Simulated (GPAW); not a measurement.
Crystal: AlPt.

```
CELL_PARAMETERS angstrom
4.87893 0.00000 0.00000
0.00000 4.87893 0.00000
0.00000 0.00000 4.87893
ATOMIC_POSITIONS crystal
Pt 0.84494 0.65506 0.34494
Pt 0.65506 0.34494 0.84494
Pt 0.34494 0.84494 0.65506
Pt 0.15506 0.15506 0.15506
Al 0.15597 0.34403 0.65597
Al 0.34403 0.65597 0.15597
Al 0.65597 0.15597 0.34403
Al 0.84403 0.84403 0.84403
```

The cell is a database's computed one.

Program: GPAW 26.7.0. Alike in all runs: potentials or basis PAW data sets generated in the run's folder for this functional, pw; no spin polarisation; cell as given; k mesh 5 × 5 × 5; cutoff (eV) 600; smearing fermi-dirac 0.05 eV.

Task: Order these runs on this cell by their pressure, lowest first.
A. level PBEsol+U; U Pt d U = 8 eV
B. level PBEsol+U; U Pt d U = 5 eV
C. level PBEsol; band path GXMGRX,MR; band points 60
D. level PBEsol+U; U Pt d U = 2 eV

Result: A (-6.8 GPa), B (-4.8 GPa), D (-2.4 GPa), C (-0.6 GPa).

Caveats: U without spin polarisation on a metal has little footing (some runs); the U is typed as a test and isn't derived for this compound (some runs).

Not every run made on this cell is shown here.
